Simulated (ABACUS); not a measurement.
# GaSb (F-43m) in ABACUS: equation of state

How stiff is GaSb in PBE, and what volume does it want? The cell is scaled to several volumes.

Program: ABACUS 3.10.1. These are calculated values, not measurements. Logs are shortened: lines on timing, memory, paths and dates and some standing lists are left out, and cuts for length are marked.

## 1. Starting point

Symmetry: F-43m, No. 216, cubic system. The conventional cell has a = 6.118 Å, b = 6.118 Å, c = 6.118 Å, α = 90.00°, β = 90.00°, γ = 90.00°. Sb (site symmetry -43m) is surrounded by 4 Ga at 2.65 Å. Ga (site symmetry -43m) has 4 Sb at 2.65 Å as nearest neighbours.

## 2. Equation of state, PBE, 26.91 Å³/atom (volume scaled by 0.94)

INPUT reads:

```
INPUT_PARAMETERS
suffix              GaSb
calculation         scf
basis_type          pw
pseudo_dir          ./
symmetry            1
dft_functional      pbe
ecutwfc             81
pseudo_rcut         10
nspin               1
nbands              18
ks_solver           dav
smearing_method     fd
smearing_sigma      0.00367493
scf_thr             1e-08
scf_nmax            100
mixing_type         broyden
mixing_beta         0.7
cal_force           1
cal_stress          1
kpar                4
```

STRU reads:

```
ATOMIC_SPECIES
Sb 121.7600 Sb.upf
Ga 69.7230 Ga.upf

LATTICE_CONSTANT
1.8897261246

LATTICE_VECTORS
0.0000000000 2.9965539066 2.9965539066
2.9965539066 0.0000000000 2.9965539066
2.9965539066 2.9965539066 0.0000000000

ATOMIC_POSITIONS
Direct

Sb
0.0
1
0.7500000000 0.7500000000 0.7500000000 1 1 1

Ga
0.0
1
0.0000000000 0.0000000000 0.0000000000 1 1 1
```

KPT reads:

```
K_POINTS
0
Gamma
8 8 8 0 0 0
```

Potentials or basis: PseudoDojo NC SR 0.4.1 PBE standard, plane waves.

Command:

```console
$ OMP_NUM_THREADS=1 mpirun -np 4 abacus > log
```

running log:

```text
ABACUS v3.10.1

               Atomic-orbital Based Ab-initio Computation at UStc

 ------------------------------------------------------------------------------------

 READING GENERAL INFORMATION
                           global_out_dir = OUT.GaSb/
                           global_in_card = INPUT
                               pseudo_dir = ./
                              orbital_dir =
                                    DSIZE = 4
                                    GSIZE = 1

 READING UNITCELL INFORMATION
                                    ntype = 2
                  lattice constant (Bohr) = 1.88973
              lattice constant (Angstrom) = 1

 READING ATOM TYPE 1
                               atom label = Sb
                      L=0, number of zeta = 1
                      L=1, number of zeta = 1
                      L=2, number of zeta = 1
             number of atom for this type = 1

 READING ATOM TYPE 2
                               atom label = Ga
                      L=0, number of zeta = 1
                      L=1, number of zeta = 1
                      L=2, number of zeta = 1
             number of atom for this type = 1

                        TOTAL ATOM NUMBER = 2
DIRECT COORDINATES
    atom                   x                   y                   z     mag                  vx                  vy                  vz
taud_Sb1            0.7500000000        0.7500000000        0.7500000000  0.0000        0.0000000000        0.0000000000        0.0000000000
taud_Ga1            0.0000000000        0.0000000000        0.0000000000  0.0000        0.0000000000        0.0000000000        0.0000000000

                          Volume (Bohr^3) = 363.156
                             Volume (A^3) = 53.8141

 Lattice vectors: (Cartesian coordinate: in unit of a_0)
                   +0            +2.99655            +2.99655
             +2.99655                  +0            +2.99655
             +2.99655            +2.99655                  +0
 Reciprocal vectors: (Cartesian coordinate: in unit of 2 pi/a_0)
            -0.166858           +0.166858           +0.166858
            +0.166858           -0.166858           +0.166858
            +0.166858           +0.166858           -0.166858
 The esolver type has been set to : ksdft_pw

                PAO radial cut off (Bohr) = 10

 Read in pseudopotential file is Sb.upf
                     pseudopotential type = NC
          exchange-correlation functional = PBE
                 nonlocal core correction = 1
                        valence electrons = 15
                                     lmax = 2
                           number of zeta = 3
                     number of projectors = 6
                           L of projector = 0
[... 5 lines left out ...]
                PAO radial cut off (Bohr) = 10

 Read in pseudopotential file is Ga.upf
                     pseudopotential type = NC
          exchange-correlation functional = PBE
                 nonlocal core correction = 1
                        valence electrons = 13
                                     lmax = 2
                           number of zeta = 3
                     number of projectors = 6
                           L of projector = 0
                           L of projector = 0
                           L of projector = 1
                           L of projector = 1
                           L of projector = 2
                           L of projector = 2
     initial pseudo atomic orbital number = 18

 SETUP THE ELECTRONS NUMBER
            electron number of element Sb = 15
      total electron number of element Sb = 15
            electron number of element Ga = 13
      total electron number of element Ga = 13
            AUTOSET number of electrons:  = 28
                           occupied bands = 14
                                   NBANDS = 18
                                   NLOCAL = 18

%%%%%%%%%%%%%%%%%%%%%%%%%%%%%%%%%%%%%%%%%%%%%%%%%%%%%%%%%%%%%%%%%%%%%%%%%%%%%%%%%%%%%%%%%%%%%%%%%%%%%%%%%%
 Warning: the number of valence electrons in pseudopotential > 5 for Sb: [Kr] 4d10 5s2 5p3
 Warning: the number of valence electrons in pseudopotential > 3 for Ga: [Ar] 3d10 4s2 4p1
 Pseudopotentials with additional electrons can yield (more) accurate outcomes, but may be less efficient.
 If you're confident that your chosen pseudopotential is appropriate, you can safely ignore this warning.
%%%%%%%%%%%%%%%%%%%%%%%%%%%%%%%%%%%%%%%%%%%%%%%%%%%%%%%%%%%%%%%%%%%%%%%%%%%%%%%%%%%%%%%%%%%%%%%%%%%%%%%%%%

 SETUP THE PLANE WAVE BASIS
 energy cutoff for charge/potential (unit:Ry) = 324
            fft grid for charge/potential = [ 45, 45, 45 ]
                        fft grid division = [ 1, 1, 1 ]
        big fft grid for charge/potential = [ 45, 45, 45 ]
                                     nbxx = 91125
                                     nrxx = 91125

 SETUP PLANE WAVES FOR CHARGE/POTENTIAL
                    number of plane waves = 35749
                         number of sticks = 1417

 PARALLEL PW FOR CHARGE/POTENTIAL
     PROC   COLUMNS(POT)             PW
        1           1417          35749
[... 61 lines left out ...]
                                   nkstot = 512
                       right hand lattice = 1
(for reciprocal lattice: )
                             BRAVAIS TYPE = 2
                     BRAVAIS LATTICE NAME = 02. Cubic I (body-centered)
                                    ibrav = 2
                       right hand lattice = 1
(for k-lattice: )
                             BRAVAIS TYPE = 2
                     BRAVAIS LATTICE NAME = 02. Cubic I (body-centered)
                                    ibrav = 2
                       right hand lattice = 1
                        ROTATION MATRICES = 48
                               nkstot_ibz = 29
K-POINTS REDUCTION ACCORDING TO SYMMETRY
     IBZ    DIRECT_X    DIRECT_Y    DIRECT_Z  WEIGHT  ibz2bz
       1  0.00000000  0.00000000  0.00000000  0.0020       0
       2  0.12500000  0.12500000  0.12500000  0.0156       1
       3  0.25000000  0.25000000  0.25000000  0.0156       2
       4  0.37500000  0.37500000  0.37500000  0.0156       3
       5  0.50000000  0.50000000  0.50000000  0.0078       4
       6  0.12500000  0.12500000  0.00000000  0.0117       9
[... 21 lines left out ...]
      28 -0.12500000  0.50000000  0.37500000  0.0234     101
      29  0.50000000  0.25000000 -0.25000000  0.0117     166

                               nkstot now = 29
[... K-POINTS DIRECT COORDINATES: 29 rows ...]

           k-point number in this process = 8
       minimum distributed K point number = 7
[... stars of the k points ...]

[... K-POINTS CARTESIAN COORDINATES: 8 rows ...]

[... K-POINTS DIRECT COORDINATES: 8 rows ...]

 SETUP PLANE WAVES FOR WAVE FUNCTIONS
     energy cutoff for wavefunc (unit:Ry) = 81
              fft grid for wave functions = [ 45, 45, 45 ]
                    number of plane waves = 5209
                         number of sticks = 397

 PARALLEL PW FOR WAVE FUNCTIONS
     PROC   COLUMNS(POT)             PW
        1            397           5209
 --------------- sum -------------------
        1            397           5209

 SETUP NONLOCAL PSEUDOPOTENTIALS IN PLANE WAVE BASIS
 Sb non-local projectors:
 projector 1 L=0
 projector 2 L=0
 projector 3 L=1
 projector 4 L=1
 projector 5 L=2
 projector 6 L=2
 Ga non-local projectors:
 projector 1 L=0
 projector 2 L=0
 projector 3 L=1
 projector 4 L=1
 projector 5 L=2
 projector 6 L=2
      TOTAL NUMBER OF NONLOCAL PROJECTORS = 36

 Init Non-Local PseudoPotential table :
 Init Non-Local-Pseudopotential done.

                                     npwx = 4488

 Make real space PAO into reciprocal space.
       max mesh points in Pseudopotential = 1001
     dq(describe PAO in reciprocal space) = 0.01
                                    max q = 1084

 number of pseudo atomic orbitals for Sb is 3
WARNING: norm of atomic wavefunction # 3 of atomic type Sb is 0.999907, renormalized

 number of pseudo atomic orbitals for Ga is 3
WARNING: norm of atomic wavefunction # 2 of atomic type Ga is 0.999997, renormalized
WARNING: norm of atomic wavefunction # 3 of atomic type Ga is 0.998668, renormalized

 -------------------------------------------
 SELF-CONSISTENT
 -------------------------------------------
                                 init_chg = atomic

 PW ALGORITHM --------------- ION=   1  ELEC=   1--------------------------------
 Notice: Threshold on eigenvalues was too large.
 hsover_error=0.28 > DRHO=0.0290237
 Origin diag ethr = 0.01
 New diag ethr = 0.000103656

 Density error is 0.0295643012571
                          Error Threshold = 0.000103656156398
----------------------------------------------------------
     Energy           Rydberg                 eV
----------------------------------------------------------
 E_KohnSham     -334.8690215586      -4556.1267768815
 E_Harris       -334.9113028319      -4556.7020431179
 E_Fermi        0.6776498925         9.2198997877
----------------------------------------------------------
[... 63 lines left out ...]
 Density error is 5.06584784837e-09
                          Error Threshold = 3.67259898809e-10
----------------------------------------------------------
     Energy           Rydberg                 eV
----------------------------------------------------------
 E_KohnSham     -334.8711032448      -4556.1550996757
 E_KS(sigma->0) -334.8711013086      -4556.1550733320
 E_Harris       -334.8709895003      -4556.1535521021
 E_band         -16.4876983267       -224.3266441488
 E_one_elec     -158.9924228485      -2163.2028895653
 E_Hartree      98.6683954536        1342.4523906867
 E_xc           -87.4275588133       -1189.5129620911
 E_Ewald        -187.1195131642      -2545.8915860187
 E_entropy(-TS) -0.0000038724        -0.0000526873
 E_descf        0.0000000000         0.0000000000
 E_exx          0.0000000000         0.0000000000
 E_Fermi        0.6942319259         9.4455099253
----------------------------------------------------------

 charge density convergence is achieved
 final etot is -4556.1550997 eV
 EFERMI = 9.4455099253 eV

 STATE ENERGY(eV) AND OCCUPATIONS    NSPIN == 1
 1/8 kpoint (Cartesian) = 0.0000 0.0000 0.0000 (4477 pws)
       1       -19.7460     0.00390625
       2       -19.7460     0.00390625
       3       -19.7460     0.00390625
       4       -19.7224     0.00390625
       5       -19.7224     0.00390625
       6       -5.95817     0.00390625
[... 98 lines left out ...]
       5       -19.7218      0.0234375
       6       -5.96801      0.0234375
[... 10 lines left out ...]
      17        13.0163    2.26028e-33
      18        13.0163    2.26028e-33

[... levels at 2 further k points ...]

------------------------------------------------------------------------------------------
 TOTAL-FORCE (eV/Angstrom)
------------------------------------------------------------------------------------------
                       Sb1         0.0000000000         0.0000000000         0.0000000000
                       Ga1         0.0000000000         0.0000000000         0.0000000000
------------------------------------------------------------------------------------------

----------------------------------------------------------------
 TOTAL-STRESS (KBAR)
----------------------------------------------------------------
        62.8914460537        -0.0000000000         0.0000000000
        -0.0000000000        62.8914460537         0.0000000000
        -0.0000000000         0.0000000000        62.8914460537
----------------------------------------------------------------
 TOTAL-PRESSURE: 62.891446 KBAR

 --------------------------------------------
 !FINAL_ETOT_IS -4556.1550996757032408 eV
 --------------------------------------------
```

Wall time 16 s (4 MPI ranks of Intel Xeon Platinum 8175M at 2.50GHz (Skylake/Cascade Lake), shared host); peak memory 0.4 GiB.

Results:

```yaml
Free_energy: -4556.1551 eV
Pressure: 6.3 GPa
Band_gap_on_the_k_mesh: 0.49 eV, direct
```

Caveat: spin-orbit coupling is left out, which moves the levels of the heavy elements.

## 3. Equation of state, PBE, 27.48 Å³/atom (volume scaled by 0.96)

INPUT is that of step 2.

STRU, as its differences from that of step 2:

```diff
@@ -8,5 +8,5 @@
 LATTICE_VECTORS
-0.0000000000 2.9965539066 2.9965539066
-2.9965539066 0.0000000000 2.9965539066
-2.9965539066 2.9965539066 0.0000000000
+0.0000000000 3.0176570942 3.0176570942
+3.0176570942 0.0000000000 3.0176570942
+3.0176570942 3.0176570942 0.0000000000
```

KPT is that of step 2.

Potentials or basis: PseudoDojo NC SR 0.4.1 PBE standard, plane waves.

Command:

```console
$ OMP_NUM_THREADS=1 mpirun -np 4 abacus > log
```

It took 16 s on 4 MPI ranks of Intel Xeon Platinum 8175M at 2.50GHz (Skylake/Cascade Lake), shared host; peak memory 0.44 GiB.

Results (log left out):

| Item | Value |
| --- | --- |
| Free energy | -4556.1951 eV |
| Pressure | 4.8 GPa |
| Band gap on the k mesh | 0.34 eV, direct |

Caveat: spin-orbit coupling is left out, which moves the levels of the heavy elements.

## 4. Equation of state, PBE, 28.05 Å³/atom (volume scaled by 0.98)

INPUT is that of step 3.

STRU, as its differences from that of step 3:

```diff
@@ -8,5 +8,5 @@
 LATTICE_VECTORS
-0.0000000000 3.0176570942 3.0176570942
-3.0176570942 0.0000000000 3.0176570942
-3.0176570942 3.0176570942 0.0000000000
+0.0000000000 3.0384691801 3.0384691801
+3.0384691801 0.0000000000 3.0384691801
+3.0384691801 3.0384691801 0.0000000000
```

KPT is that of step 3.

Command:

```console
$ OMP_NUM_THREADS=1 mpirun -np 4 abacus > log
```

Wall time 16 s (4 MPI ranks of Intel Xeon Platinum 8175M at 2.50GHz (Skylake/Cascade Lake), shared host); peak memory 0.44 GiB.

It converged, with:

```
Free energy            : -4556.2252 eV
Pressure               : 3.5 GPa
Band gap on the k mesh : 0.18 eV, direct
```

Caveat: spin-orbit coupling is left out, which moves the levels of the heavy elements.

## 5. Equation of state, PBE, 28.62 Å³/atom

INPUT is that of step 4.

STRU, as its differences from that of step 4:

```diff
@@ -8,5 +8,5 @@
 LATTICE_VECTORS
-0.0000000000 3.0384691801 3.0384691801
-3.0384691801 0.0000000000 3.0384691801
-3.0384691801 3.0384691801 0.0000000000
+0.0000000000 3.0590000000 3.0590000000
+3.0590000000 0.0000000000 3.0590000000
+3.0590000000 3.0590000000 0.0000000000
```

KPT is that of step 4.

Command:

```console
$ OMP_NUM_THREADS=1 mpirun -np 4 abacus > log
```

It took 16 s on 4 MPI ranks of Intel Xeon Platinum 8175M at 2.50GHz (Skylake/Cascade Lake), shared host; peak memory 0.44 GiB.

The run converged. Its results:

```
Free energy            : -4556.2464 eV
Pressure               : 2.3 GPa
Band gap on the k mesh : none (metal or under the smearing width)
```

## 6. Equation of state, PBE, 29.20 Å³/atom (volume scaled by 1.02)

INPUT is that of step 5.

STRU, as its differences from that of step 5:

```diff
@@ -8,5 +8,5 @@
 LATTICE_VECTORS
-0.0000000000 3.0590000000 3.0590000000
-3.0590000000 0.0000000000 3.0590000000
-3.0590000000 3.0590000000 0.0000000000
+0.0000000000 3.0792588685 3.0792588685
+3.0792588685 0.0000000000 3.0792588685
+3.0792588685 3.0792588685 0.0000000000
```

KPT is that of step 5.

Potentials or basis: PseudoDojo NC SR 0.4.1 PBE standard, plane waves.

Command:

```console
$ OMP_NUM_THREADS=1 mpirun -np 4 abacus > log
```

It took 17 s on 4 MPI ranks of Intel Xeon Platinum 8175M at 2.50GHz (Skylake/Cascade Lake), shared host; peak memory 0.44 GiB.

The run converged. Its results:

* Free energy: -4556.2598 eV
* Pressure: 1.3 GPa
* Band gap on the k mesh: none (metal or under the smearing width)

[end of part 1 of 2]
